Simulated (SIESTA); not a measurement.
Crystal: TePt.

```
CELL_PARAMETERS angstrom
1.98157 1.14406 6.66103
-1.98157 1.14406 6.66103
0.00000 -2.28812 6.66103
ATOMIC_POSITIONS crystal
Pt 0.12967 0.12967 0.12967
Pt 0.87033 0.87033 0.87033
Te 0.40200 0.40200 0.40200
Te 0.59800 0.59800 0.59800
```

Base run:

* Program: SIESTA 5.4.2
* Functional: PBEsol
* Potentials or basis: PseudoDojo 0.4 standard (PBEsol files)
* Basis: DZP (energy shift 0.003 Ry; two zetas on semicore shells)
* Grid cutoff: 800 Ry
* Energy shift: 0.003 Ry
* k mesh: 6 × 6 × 6
* Occupations: fermi-dirac, width 0.05 eV
* Spin: no spin polarisation
* Hubbard terms: Pt d U = 6 eV

Its results: band gap on the k mesh none (metal or under the smearing width); pressure -0.2 GPa; largest force 0.902 eV/Å.

Task: The run is repeated on the same cell with these changes: hubbard terms from Pt d U = 6 eV to Pt d U = 2 eV. What comes out?

Result: Band gap on the k mesh none (metal or under the smearing width); pressure 1.8 GPa; largest force 0.819 eV/Å.

Caveats: short orbitals over semicore shells can move pressures by several GPa; the basis of atomic orbitals isn't converged, which shifts pressures, moduli and gaps; U without spin polarisation on a metal has little footing; the U is typed as a test and isn't derived for this compound.

Not every run made on this cell is shown here.
